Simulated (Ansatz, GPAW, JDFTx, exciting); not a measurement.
## GaAs: programs and potentials compared

```
As Ga
1.0
     3.99777    0.00000    0.00000
     1.99888    3.46217    0.00000
     1.99888    1.15406    3.26417
As Ga
1 1
Direct
  0.75000 0.75000 0.75000
  0.00000 0.00000 0.00000
```

Alike in all runs: task single point; functional LDA; k mesh 8 × 8 × 8; occupations gaussian, width 0.05 eV; no spin polarisation; no spin-orbit coupling. LDA stands for any of its common fits. Pressure is positive in compression and, in plane waves, holds the error of the finite cutoff, which Ansatz's Pulay term estimates and takes out.

```tsv
program and potentials	plane-wave cutoff (eV)	notes	band gap (eV)	pressure (GPa)
Ansatz, Ansatz PAW	420	potentials made for PBE, which Ansatz adapts in part; 14 valence electrons an atom on average; Pulay term of +0.03 GPa included	0.28	-1.91
exciting, all-electron LAPW+lo, shipped species files, valence relativity iora*	-	-	0.28	-
JDFTx, PseudoDojo-SR-LDA-0.4.1-standard with smoothed tails	1088	14 valence electrons an atom on average	0.28	-2.12
GPAW, the program's PAW data sets (release 1.2.1) made for this functional	600	4 valence electrons an atom on average	0.36	-0.87
```

The band gap spans 0.28 (exciting, all-electron LAPW+lo, shipped species files, valence relativity iora*) to 0.36 eV (GPAW, the program's PAW data sets (release 1.2.1) made for this functional), with all-electron results at 0.28. The pressure spans -2.12 (JDFTx, PseudoDojo-SR-LDA-0.4.1-standard with smoothed tails) to -0.87 GPa (GPAW, the program's PAW data sets (release 1.2.1) made for this functional). Spin-orbit coupling, left out here, moves the band edges of heavy atoms.

The functional is the same throughout but for its coding, so the spread measures potentials, basis and numerics; runs on potential files found faulty are left out.
